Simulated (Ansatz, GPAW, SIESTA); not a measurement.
One calculation of Rh, 3 ways

```xyz
2
Lattice="2.7310 0.0000 0.0000 -1.3655 2.3651 0.0000 0.0000 0.0000 4.4285" Properties=species:S:1:pos:R:3 pbc="T T T"
Rh    0.0000    1.5767    1.1071
Rh    1.3655    0.7884    3.3214
```

This isn't the form of Rh at room conditions, which is fcc.

Alike in all runs: task single point; functional PBEsol; k mesh 11 × 11 × 6; occupations fermi-dirac, width 0.05 eV; no spin polarisation; no spin-orbit coupling. Pressure is positive in compression and, in plane waves, holds the error of the finite cutoff.

```csv
program and potentials,plane-wave cutoff (eV),notes,pressure (GPa)
"SIESTA, files PseudoDojo sr-pbesol-0.4.1-standard, DZP (energy shift 0.003 Ry; two zetas on semicore shells)",-,atomic basis; 17 valence electrons an atom on average,-10.18
"GPAW, PAW data sets generated for this functional",600,15 valence electrons an atom on average,-11.58
"Ansatz, all-electron LAPW, scalar-relativistic",-,-,-13.67
```

The pressure spans -13.67 (Ansatz, all-electron LAPW, scalar-relativistic) to -10.18 GPa (SIESTA, files PseudoDojo sr-pbesol-0.4.1-standard, DZP (energy shift 0.003 Ry; two zetas on semicore shells)), with all-electron results at -13.67. The cell lies far from this level's equilibrium. Rows in atomic bases carry the error of their basis and grid, which can be large.

The functional is the same throughout but for its coding, so the spread measures potentials, basis and numerics; runs on potential files found faulty are left out.
